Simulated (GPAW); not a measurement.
PtS2:

```
Pt S
1.0
     3.54320    0.00000    0.00000
    -1.77160    3.06850    0.00000
     0.00000    0.00000    5.03880
Pt S
1 2
Direct
  0.00000 0.00000 0.00000
  0.66667 0.33333 0.77300
  0.33333 0.66667 0.22700
```

Base run:

```yaml
Program: GPAW 26.7.0
Functional: LDA
Potentials_or_basis: the program's PAW data sets (release 1.2.1) made for this functional
Cutoff: 600 eV
Basis: pw
k_mesh: 7 × 7 × 4
Occupations: fermi-dirac, width 0.05 eV
Spin: no spin polarisation
```

Its results: band gap on the k mesh 0.70 eV, indirect (least direct gap 0.86 eV); pressure 3.1 GPa; largest force 0.764 eV/Å.

After a change of settings the same cell gave: band gap on the k mesh 0.74 eV, indirect (least direct gap 0.91 eV); pressure 6.4 GPa; largest force 0.968 eV/Å. Which change was it?
A. functional from LDA to PBEsol; potentials or basis from the program's PAW data sets (release 1.2.1) made for this functional to PAW data sets generated in the run's folder for this functional
B. functional from LDA to r2SCAN; potentials or basis from the program's PAW data sets (release 1.2.1) made for this functional to GPAW PAW data sets (gpaw-data 1.2.1)
C. k mesh from 7 × 7 × 4 to 9 × 9 × 5; band points from 60 to 100

A.

Caveats: spin-orbit coupling is left out, which moves the levels of the heavy elements.
